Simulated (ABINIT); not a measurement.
Crystal: CaO.

```
Ca O
1.0
     0.00000    2.40356    2.40356
     2.40356    0.00000    2.40356
     2.40356    2.40356    0.00000
Ca O
1 1
Direct
  0.00000 0.00000 0.00000
  0.50000 0.50000 0.50000
```

The cell is a database's computed one.

Program: ABINIT 10.8.3 (patched build). Alike in all runs: task band structure; no spin polarisation; cell as given; k mesh 10 × 10 × 10; smearing fermi-dirac 0.05 eV.

Question: Order these runs on this cell by their pressure, lowest first.
A. level PBE; potentials or basis SG15 NC PBE v1.2; cutoff (eV) 1143
B. level r2SCAN; potentials or basis JTH PAW LDA v2.0; cutoff (eV) 762; fine-grid cutoff 1360.57 eV
C. level revPBE; potentials or basis JTH PAW PBE v2.0; cutoff (eV) 626; fine-grid cutoff 1224.51 eV

Answer: B (-1.4 GPa), A (1.5 GPa), C (4.3 GPa).

Caveats: the PAW data sets were made with another functional, which shifts forces and pressure a little (some runs).
